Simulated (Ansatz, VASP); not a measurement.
## Se in VASP and in Ansatz

```
Se
1.0
     3.39281    0.00000    0.00000
    -1.69640    2.93826    0.00000
     0.00000    0.00000    2.42214
Se
1
Direct
  0.00000 0.00000 0.00000
```

Alike in both runs: functional r2SCAN; k mesh 6 × 6 × 6; occupations gaussian, width 0.1 eV; no spin polarisation.

Ansatz relaxed the structure, and its values are those at the end. VASP's run is a single point on that final structure, the one shown.

|  | VASP | Ansatz |
| --- | --- | --- |
| version | VASP 6.6.1 | Ansatz 0.2.0 |
| potentials or method | VASP PAW PBE potentials, release 64 (Se) | scalar-relativistic, plane waves, PAW |
| plane-wave cutoff (eV) | 520 | 500 |
| valence electrons in the cell | 6 | 16 |

```csv
,VASP,Ansatz,Ansatz less VASP
gap on the k mesh at the Fermi level (eV),none,none,-
pressure (GPa),0.0,0.1,+0.08
```

A gap of «none» marks a metal or a gap that the smearing closes. The two sets of potentials don't hold the same shells in valence.

Caveats: the k mesh is coarse (spacing up to 0.43 Å⁻¹), so the values aren't converged; the PAW data sets were made with another functional, which shifts forces and pressure a little (VASP).
